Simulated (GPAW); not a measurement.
The system is HfN.

```
Hf N
1.0
     3.13391    0.00000    0.00000
    -1.56695    2.71404    0.00000
     0.00000    0.00000    5.41677
Hf N
2 2
Direct
  0.33333 0.66667 0.25000
  0.66667 0.33333 0.75000
  0.00000 0.00000 0.50000
  0.00000 0.00000 0.00000
```

The cell comes from a database or a generator and needn't be the stable form of this composition.

Base run:

| Quantity | Value |
| --- | --- |
| Program | GPAW 26.7.0 |
| Functional | LDA |
| Potentials or basis | the program's PAW data sets (release 1.2.1) made for this functional |
| Cutoff | 800 eV |
| Basis | pw |
| k mesh | 7 × 7 × 4 |
| Occupations | fermi-dirac, width 0.05 eV |
| Spin | no spin polarisation |

Its results: pressure -9.4 GPa.

Q: The run is repeated on the same cell with these changes: cutoff from 800 eV to 600 eV; k mesh from 7 × 7 × 4 to 8 × 8 × 4. What comes out?

A: Pressure -15.1 GPa.

Caveats: the cutoff is short for stress and forces, so pressures can be off by a GPa or more (some runs); so large a pressure means that the cell lies far from this level's equilibrium, or that cutoff or potentials fall short (some runs).
